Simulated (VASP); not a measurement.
# ZnS: convergence, relaxation of the cell

ZnS, P6_3mc (no. 186), 4 atoms in the cell. LDA; PAW potentials Zn, S (LDA set). VASP 6.6.1.

Wanted: cell volume within 1 %; lattice lengths within 0.4 %; shortest distances from each atom, periodic images included within 0.02 Å.

What the run is for: cell; Accuracy asked: screening.

The series start from Plane-wave cutoff (eV): 410; k-point mesh: 6 × 6 × 3; Relaxation passes: 2; Ionic threshold (EDIFFG): -0.005; Electronic threshold (eV): 1e-6; Precision mode (PREC): Accurate; Relaxation algorithm: IBRION=2 POTIM=0.5. Each series keeps the choices made before it, and each single choice may use up half of a tolerance. Times cover all steps of a run.

## Plane-wave cutoff (eV)

| Plane-wave cutoff (eV) | Cell volume (Å³) | Lattice lengths, largest deviation against the largest value | Shortest distances from each atom, periodic images included, largest deviation (Å) | Time (s) |
|---|---|---|---|---|
| 280 | 73.8 | 0.36 % | 0.008 | 26 |
| 320 | 74.43 | 0.082 % | 0.001 | 25 |
| 360 | 74.33 | 0.14 % | 0.002 | 26 |
| 410 | 74.4 | 0.1 % | 0.002 | 44 |
| 480 | 74.51 | 0.043 % | 0.000 | 45 |
| 580 | 74.57 | 0.024 % | 0.000 | 68 |
| 720 (reference) | 74.55 | 0 % | 0.000 | 88 |

## k-point mesh

| k-point mesh | Cell volume (Å³) | Lattice lengths, largest deviation against the largest value | Shortest distances from each atom, periodic images included, largest deviation (Å) | Time (s) |
|---|---|---|---|---|
| 3 × 3 × 2 | 75.09 | 0.58 % | 0.012 | 16 |
| 4 × 4 × 2 | 74.57 | 0.17 % | 0.003 | 18 |
| 4 × 4 × 3 | 74.61 | 0.15 % | 0.003 | 19 |
| 6 × 6 × 3 | 74.43 | 0.0075 % | 0.000 | 25 |
| 7 × 7 × 4 | 74.42 | 0.0089 % | 0.000 | 34 |
| 8 × 8 × 5 (reference) | 74.42 | 0 % | 0.000 | 41 |

## Relaxation passes

| Relaxation passes | Cell volume (Å³) | Lattice lengths, largest deviation against the largest value | Shortest distances from each atom, periodic images included, largest deviation (Å) | Time (s) |
|---|---|---|---|---|
| 1 | 74.57 | 0 % | 0.000 | 16 |
| 2 | 74.57 | 0 % | 0.000 | 18 |
| 3 (reference) | 74.57 | 0 % | 0.000 | 22 |

## Ionic threshold (EDIFFG)

| Ionic threshold (EDIFFG) | Cell volume (Å³) | Lattice lengths, largest deviation against the largest value | Shortest distances from each atom, periodic images included, largest deviation (Å) | Time (s) |
|---|---|---|---|---|
| -0.05 | 74.66 | 0.38 % | 0.001 | 11 |
| -0.02 | 74.56 | 0.0082 % | 0.001 | 15 |
| -0.01 | 74.56 | 0.0082 % | 0.001 | 15 |
| -0.005 | 74.57 | 0 % | 0.000 | 16 |
| -0.002 (reference) | 74.57 | 0 % | 0.000 | 16 |

## Electronic threshold (eV)

| Electronic threshold (eV) | Cell volume (Å³) | Lattice lengths, largest deviation against the largest value | Shortest distances from each atom, periodic images included, largest deviation (Å) | Time (s) |
|---|---|---|---|---|
| 0.0001 | 74.6 | 0.03 % | 0.001 | 13 |
| 1e-5 | 74.49 | 0.094 % | 0.001 | 18 |
| 1e-6 | 74.56 | 0.026 % | 0.000 | 15 |
| 1e-7 (reference) | 74.57 | 0 % | 0.000 | 17 |

## Precision mode (PREC)

| Precision mode (PREC) | Cell volume (Å³) | Lattice lengths, largest deviation against the largest value | Shortest distances from each atom, periodic images included, largest deviation (Å) | Time (s) |
|---|---|---|---|---|
| Normal | 74.5 | 0.053 % | 0.004 | 8.9 |
| Accurate (reference) | 74.6 | 0 % | 0.000 | 13 |

## Relaxation algorithm

| Relaxation algorithm | Cell volume (Å³) | Lattice lengths, largest deviation against the largest value | Shortest distances from each atom, periodic images included, largest deviation (Å) | Time (s) |
|---|---|---|---|---|
| IBRION=2 POTIM=0.5 | 74.5 | 0 % | 0.000 | 8.9 |
| IBRION=2 POTIM=0.2 | 74.48 | 0.059 % | 0.002 | 11 |
| IBRION=1 POTIM=0.5 | 74.54 | 0.017 % | 0.001 | 12 |
| IBRION=1 POTIM=0.2 | 74.46 | 0.24 % | 0.002 | 17 |

## Question

The rows run from the loosest to the tightest (no order: relaxation algorithm). For each series: choose the loosest value from which every tighter one stays within half of the tolerance; where there is no order, keep the first row unless others stay within half of the tolerance and take at least 30 % less time, and then take the fastest.

## Answer

- Plane-wave cutoff (eV): 320
- k-point mesh: 4 × 4 × 2
- Relaxation passes: 1
- Ionic threshold (EDIFFG): -0.02
- Electronic threshold (eV): 0.0001
- Precision mode (PREC): Normal
- Relaxation algorithm: IBRION=2 POTIM=0.5

## All choices together

| Input | Cell volume (Å³) | Lattice lengths, largest deviation against the largest value | Shortest distances from each atom, periodic images included, largest deviation (Å) | Time (s) |
|---|---|---|---|---|
| the program's defaults (naive) | 74.4 | 0.39 % | 0.004 | 10 |
| chosen settings | 74.5 | 0.23 % | 0.004 | 8.9 |
| reference settings throughout | 74.58 | 0 % | 0.000 | 184 |

The tolerance is met.

Values of the reference run: Lattice lengths: 3.742, 3.742, 6.149 Å.

## The input

INCAR.step1:
```
GGA = CA
ISMEAR = 0
SIGMA = 0.03
LWAVE = False
LCHARG = False
NSW = 80
PREC = Normal
LASPH = True
LREAL = False
ALGO = Normal
EDIFF = 1E-4
NELM = 120
GGA_COMPAT = False
IBRION = 2
ISIF = 3
EDIFFG = -0.02
NELMIN = 4
ENCUT = 320
EFERMI = MIDGAP
KPAR = 2
POTIM = 0.5
```

INCAR.step2, as INCAR.step1 but for:
```
- NSW = 80
- IBRION = 2
- ISIF = 3
- EDIFFG = -0.02
- NELMIN = 4
- POTIM = 0.5
+ ISIF = 2
```

KPOINTS:
```
Automatic mesh
0
Gamma
  4 4 2
  0 0 0
```

POSCAR.step1:
```
ZnS
1.0
    3.8110000000      0.0000000000      0.0000000000
   -1.9055000000      3.3004228138      0.0000000000
    0.0000000000      0.0000000000      6.2340000000
Zn S
2 2
Direct
    0.6666666667      0.3333333333      0.5000000000
    0.3333333333      0.6666666667      0.0000000000
    0.6666666667      0.3333333333      0.8850000000
    0.3333333333      0.6666666667      0.3850000000
```

Commands (each step's output is kept before the next begins):
```
cat potpaw_LDA.64/Zn/POTCAR potpaw_LDA.64/S/POTCAR > POTCAR
cp INCAR.step1 INCAR
cp POSCAR.step1 POSCAR
mpirun -np 2 vasp_std > vasp.out
cp CONTCAR POSCAR
cp INCAR.step2 INCAR
mpirun -np 2 vasp_std > vasp.out
```

The naive input happens to agree within the tolerance here, in 10 s.

The chosen input took VASP 6.6.1 8.9 s on 2 cores (Intel Xeon 6975P-C (Granite Rapids)), a shared host.

## An input that fails: too few ionic steps

It gives no converged result.

Changes against the starting input:
```
- NSW = 80
- NELM = 120
+ NSW = 2
+ NELM = 73
```
